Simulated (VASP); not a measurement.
Data:

```
CuInS2
1.0
   -2.74343     2.74343     5.51337
    2.74343    -2.74343     5.51337
    2.74343     2.74343    -5.51337
In Cu S
2 2 4
Direct
  0.50000   0.50000   0.00000
  0.25000   0.75000   0.50000
  0.00000   0.00000   0.00000
  0.75000   0.25000   0.50000
  0.87500   0.90742   0.53242
  0.09258   0.62500   0.96758
  0.37500   0.34258   0.46758
  0.65742   0.12500   0.03242
```

Method: PBEsol GGA, VASP's PBE PAW potentials (set 64) (plane waves; VASP). Run with 400 eV cut-off, Gaussian smearing of 0.050 eV, potentials In_d Cu S.

Unless said otherwise, spin-orbit coupling is left out, though it shifts the bands of the heavy elements here.

Q: Give the energies of bands 27 to 40 at the high-symmetry points, in eV from the valence-band maximum.

A: 
```tsv
band	Γ	X	P	N	M	S	R
27	-2.20	-2.05	-2.08	-2.03	-2.19	-2.10	-2.05
28	-2.19	-2.05	-2.08	-2.02	-2.19	-2.00	-2.05
29	-2.07	-1.82	-1.79	-1.96	-2.02	-1.96	-1.87
30	-1.76	-1.82	-1.79	-1.79	-2.02	-1.71	-1.87
31	-1.76	-1.32	-1.34	-1.66	-1.32	-1.66	-1.37
32	-1.72	-1.32	-1.34	-1.32	-1.32	-1.60	-1.37
33	-1.59	-0.82	-0.82	-1.27	-1.18	-1.38	-0.85
34	-0.01	-0.82	-0.82	-1.21	-1.18	-1.04	-0.85
35	-0.01	-0.49	-0.64	-1.01	-0.88	-0.74	-0.66
36	0.00	-0.49	-0.64	-0.51	-0.88	-0.63	-0.66
37	0.02	1.23	1.48	2.13	1.88	2.12	1.45
38	1.89	1.23	1.48	2.52	1.88	2.38	1.45
39	2.22	3.48	3.32	3.28	1.95	2.40	3.83
40	3.85	3.48	3.32	3.77	1.95	3.33	3.83
```

The gap is direct, 0.02 eV, from the valence maximum at Γ to the conduction minimum at Γ.

Measured: gap 1.55 eV (computed value off by -1.53 eV), as given by Arghya Ghosh et al., Physical Review B (2024), arXiv:2401.16805.

The compound is CuInS2 in the chalcopyrite structure. It was relaxed first.
